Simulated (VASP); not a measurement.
# Mg2Ge (Fm-3m) in VASP: a series of runs, part 2 of 2

VASP 6.6.1. The steps go on from the part before.

## 3. Relaxation of cell and atoms, PBE+D3(BJ)

This run uses another cell than the first one, of 21.53 Å³/atom, 1.021 times its volume.

File INCAR:

```
SYSTEM = Mg2Ge
PREC = Accurate
ENCUT = 600
EDIFF = 1E-6
ISMEAR = 0
SIGMA = 0.01
LREAL = .FALSE.
LASPH = .TRUE.
NELM = 100
ALGO = Fast
ISIF = 3
LWAVE = .FALSE.
LCHARG = .FALSE.
GGA = PE
IVDW = 12
IBRION = 2
NSW = 70
EDIFFG = -0.02
```

File KPOINTS:

```
regular mesh
0
G
  10 10 10
  0 0 0
```

File POSCAR:

```
Mg2Ge
1.0
    0.0000000000      3.1842960000      3.1842960000
    3.1842960000      0.0000000000      3.1842960000
    3.1842960000      3.1842960000      0.0000000000
Mg Ge
2 1
Direct
    0.7500000000      0.7500000000      0.7500000000
    0.2500000000      0.2500000000      0.2500000000
    0.0000000000      0.0000000000      0.0000000000
```

Potentials or basis: VASP PAW PBE potentials, release 64 (Mg, Ge_d).

Started as:

```console
$ cat potpaw_PBE.64/Mg/POTCAR potpaw_PBE.64/Ge_d/POTCAR > POTCAR
$ mpirun -np 1 vasp_std > vasp.out
```

OUTCAR:

```text
SYSTEM = Mg2Ge
   PREC = Accurate
   ENCUT = 600
   EDIFF = 1E-6
   ISMEAR = 0
   LREAL = .FALSE.
   LASPH = .TRUE.
   NELM = 100
   ISIF = 3
   GGA = PE
   IVDW = 12
   IBRION = 2
   NSW = 70
   EDIFFG = -0.02
 IVDW          = 12

 ion  position               nearest neighbor table
   1  0.750  0.750  0.750-   3 2.76   3 2.76   3 2.76   3 2.76   2 3.18   2 3.18   2 3.18   2 3.18
                             2 3.18   2 3.18
   2  0.250  0.250  0.250-   3 2.76   3 2.76   3 2.76   3 2.76   1 3.18   1 3.18   1 3.18   1 3.18
                             1 3.18   1 3.18
   3  0.000  0.000  0.000-   1 2.76   1 2.76   1 2.76   1 2.76   2 2.76   2 2.76   2 2.76   2 2.76

  LATTYP: Found a face centered cubic cell.
 ALAT       =     6.3685920000

  Lattice vectors:

 A1 = (   0.0000000000,   3.1842960000,   3.1842960000)
 A2 = (   3.1842960000,   0.0000000000,   3.1842960000)
 A3 = (   3.1842960000,   3.1842960000,   0.0000000000)

Analysis of symmetry for initial positions (statically):
=====================================================================
 Subroutine PRICEL returns:
 Original cell was already a primitive cell.

 Routine SETGRP: Setting up the symmetry group for a
 face centered cubic supercell.

 Subroutine GETGRP returns: Found 48 space group operations
 (whereof 48 operations were pure point group operations)
 out of a pool of 48 trial point group operations.

The static configuration has the point symmetry O_h .

Analysis of symmetry for dynamics (positions and initial velocities):
=====================================================================
 Subroutine PRICEL returns:
 Original cell was already a primitive cell.

 Routine SETGRP: Setting up the symmetry group for a
 face centered cubic supercell.

 Subroutine GETGRP returns: Found 48 space group operations
 (whereof 48 operations were pure point group operations)
 out of a pool of 48 trial point group operations.

The dynamic configuration has the point symmetry O_h .

 Subroutine INISYM returns: Found 48 space group operations
 (whereof 48 operations are pure point group operations),
 and found     1 'primitive' translations

----------------------------------------------------------------------------------------

                                     Primitive cell

  volume of cell :      64.5759

  direct lattice vectors                    reciprocal lattice vectors
     0.000000000  3.184296000  3.184296000    -0.157020578  0.157020578  0.157020578
     3.184296000  0.000000000  3.184296000     0.157020578 -0.157020578  0.157020578
     3.184296000  3.184296000  0.000000000     0.157020578  0.157020578 -0.157020578

  length of vectors
     4.503274590  4.503274590  4.503274590     0.271967620  0.271967620  0.271967620

  position of ions in fractional coordinates (direct lattice)
     0.750000000  0.750000000  0.750000000
     0.250000000  0.250000000  0.250000000
     0.000000000  0.000000000  0.000000000

  ion indices of the primitive-cell ions
   primitive index   ion index
                 1           1
                 2           2
                 3           3

[... 122 lines left out ...]
  energy without entropy =       -8.35683093  energy(sigma->0) =       -8.35683093

------------------------ aborting loop because EDIFF is reached ----------------------------------------

 Edisp (eV)   -0.90081

 E8    (eV) :    -0.3960

  FORCE on cell =-STRESS in cart. coord.  units (eV):
  Direction    XX          YY          ZZ          XY          YZ          ZX
  --------------------------------------------------------------------------------------
  -------------------------------------------------------------------------------------
  Total      -0.50708    -0.50708    -0.50708    -0.00000     0.00000     0.00000
  in kB     -12.58096   -12.58096   -12.58096    -0.00000     0.00000     0.00000
  external pressure =      -12.58 kB  Pullay stress =        0.00 kB

 VOLUME and BASIS-vectors are now :
 -----------------------------------------------------------------------------
  energy-cutoff  :      600.00
  volume of cell :       64.58
      direct lattice vectors                 reciprocal lattice vectors
     0.000000000  3.184296000  3.184296000    -0.157020578  0.157020578  0.157020578
     3.184296000  0.000000000  3.184296000     0.157020578 -0.157020578  0.157020578
     3.184296000  3.184296000  0.000000000     0.157020578  0.157020578 -0.157020578

 POSITION                                       TOTAL-FORCE (eV/Angst)
 -----------------------------------------------------------------------------------
      4.77644      4.77644      4.77644        -0.000000     -0.000000     -0.000000
      1.59215      1.59215      1.59215         0.000000      0.000000      0.000000
      0.00000      0.00000      0.00000         0.000000     -0.000000      0.000000
 -----------------------------------------------------------------------------------
    total drift:                               -0.000000      0.000000      0.000000

  FREE ENERGIE OF THE ION-ELECTRON SYSTEM (eV)
  ---------------------------------------------------
  free  energy   TOTEN  =        -9.2576436047 eV

  energy  without entropy=       -9.2576436047  energy(sigma->0) =       -9.25764360

--------------------------------------- Ionic step        2  -------------------------------------------

 number of electron      17.9999995 magnetization

 Free energy of the ion-electron system (eV)
  ---------------------------------------------------
  ext. energy  EPLUGINS =         0.00000000
  ---------------------------------------------------
  free energy    TOTEN  =        -8.33863324 eV

  energy without entropy =       -8.33863324  energy(sigma->0) =       -8.33863324

 E-fermi :   3.7720     XC(G=0):  -9.2002

 val. band max:        3.7186928824   @ k =   0.0000   0.0000   0.0000
 cond. band min:       3.8368399958   @ k =   0.5000   0.5000   0.0000
 fundamental gap:      0.1181471134
 Fermi energy:         3.7720031332

 k-point     1 :       0.0000    0.0000    0.0000
  band No.  band energies     occupation
      1     -19.9626      2.00000
      2     -19.9626      2.00000
      3     -19.9626      2.00000
      4     -19.9431      2.00000
      5     -19.9431      2.00000
      6      -6.1653      2.00000
      7       3.7187      2.00000
      8       3.7187      2.00000
      9       3.7187      2.00000
     10       4.9409      0.00000
     11       6.6109      0.00000
     12       6.6109      0.00000
     13       6.6109      0.00000
[... 354 lines left out ...]
  band No.  band energies     occupation
      1     -19.9635      2.00000
      2     -19.9607      2.00000
      3     -19.9606      2.00000
      4     -19.9437      2.00000
      5     -19.9421      2.00000
      6      -4.9019      2.00000
      7      -0.1156      2.00000
      8       1.6171      2.00000
      9       1.9887      2.00000
     10       4.5787      0.00000
     11       5.1913      0.00000
     12       9.4520      0.00000
     13       9.7001      0.00000

 [... further k-points ...]

------------------------ aborting loop because EDIFF is reached ----------------------------------------

 Edisp (eV)   -0.92483

 E8    (eV) :    -0.4068

  FORCE on cell =-STRESS in cart. coord.  units (eV):
  Direction    XX          YY          ZZ          XY          YZ          ZX
  --------------------------------------------------------------------------------------
  -------------------------------------------------------------------------------------
  Total       0.02902     0.02902     0.02902     0.00000     0.00000    -0.00000
  in kB       0.73800     0.73800     0.73800     0.00000     0.00000    -0.00000
  external pressure =        0.74 kB  Pullay stress =        0.00 kB

 VOLUME and BASIS-vectors are now :
 -----------------------------------------------------------------------------
  energy-cutoff  :      600.00
  volume of cell :       63.01
      direct lattice vectors                 reciprocal lattice vectors
    -0.000000000  3.158330485  3.158330485    -0.158311488  0.158311488  0.158311488
     3.158330485 -0.000000000  3.158330485     0.158311488 -0.158311488  0.158311488
     3.158330485  3.158330485 -0.000000000     0.158311488  0.158311488 -0.158311488

 POSITION                                       TOTAL-FORCE (eV/Angst)
 -----------------------------------------------------------------------------------
      4.73750      4.73750      4.73750         0.000000     -0.000000      0.000000
      1.57917      1.57917      1.57917        -0.000000      0.000000     -0.000000
     -0.00000      3.15833      3.15833         0.000000      0.000000     -0.000000
 -----------------------------------------------------------------------------------
    total drift:                               -0.000000     -0.000000      0.000000

  FREE ENERGIE OF THE ION-ELECTRON SYSTEM (eV)
  ---------------------------------------------------
  free  energy   TOTEN  =        -9.2634583765 eV

  energy  without entropy=       -9.2634583765  energy(sigma->0) =       -9.26345838

 reached required accuracy - stopping structural energy minimisation
```

CONTCAR:

```text
Mg2Ge
   1.00000000000000
    -0.0000000000000000    3.1583304854500791    3.1583304854500791
     3.1583304854500791   -0.0000000000000000    3.1583304854500791
     3.1583304854500791    3.1583304854500791   -0.0000000000000000
  Mg              Ge
     2     1
Direct
     0.7500000000000000    0.7500000000000000    0.7500000000000000
     0.2500000000000000    0.2500000000000000    0.2500000000000000
     1.0000000000000000    0.0000000000000000    0.0000000000000000

  0.00000000E+00  0.00000000E+00  0.00000000E+00
  0.00000000E+00  0.00000000E+00  0.00000000E+00
  0.00000000E+00  0.00000000E+00  0.00000000E+00
```

It took 65 s on 1 thread of Intel Xeon Platinum 8259CL at 2.50GHz (Skylake/Cascade Lake), shared host; peak memory 0.25 GiB.

Results:

```yaml
Free_energy: -9.2635 eV
Relaxed_volume: 21.00 Å³/atom
Relaxed_cell: a = 4.467 Å, b = 4.467 Å, c = 4.467 Å, α = 60.00°, β = 60.00°, γ = 60.00°
Space_group_after_relaxing_to_0.05_Å: Fm-3m (No. 225)
Energy_gained_by_relaxing: 1.9 meV/atom
Ionic_steps: 2
Pressure_after_relaxing: 0.1 GPa
Band_gap_on_the_k_mesh: 0.12 eV, indirect (least direct gap 1.22 eV)
Dispersion_energy_per_atom: -0.308 eV
```

Step by step:
```tsv
step	energy change (eV)	largest force (eV/Å)	pressure (GPa)	volume (Å³)
1	0.0000	0.0000	-1.26	64.58
2	-0.0058	0.0000	0.07	63.01
```

Final structure:
```
Mg Ge
1.0
     0.00000    3.15833    3.15833
     3.15833    0.00000    3.15833
     3.15833    3.15833    0.00000
Mg Ge
2 1
Direct
  0.75000 0.75000 0.75000
  0.25000 0.25000 0.25000
  0.00000 0.00000 0.00000
```

Levels at points of the mesh, in eV from the valence-band top:
```tsv
k point	band 5	band 6	band 7	band 8	band 9	band 10	band 11	band 12	band 13
(0.00, 0.00, 0.00)	-23.66	-9.88	0.00	0.00	0.00	1.22	2.89	2.89	2.89
(0.50, 0.00, 0.00)	-23.66	-8.60	-4.95	-0.75	-0.75	1.14	2.80	2.80	4.92
(0.50, 0.50, 0.00)	-23.66	-8.12	-4.61	-2.05	-2.05	0.12	0.62	8.08	8.11
```
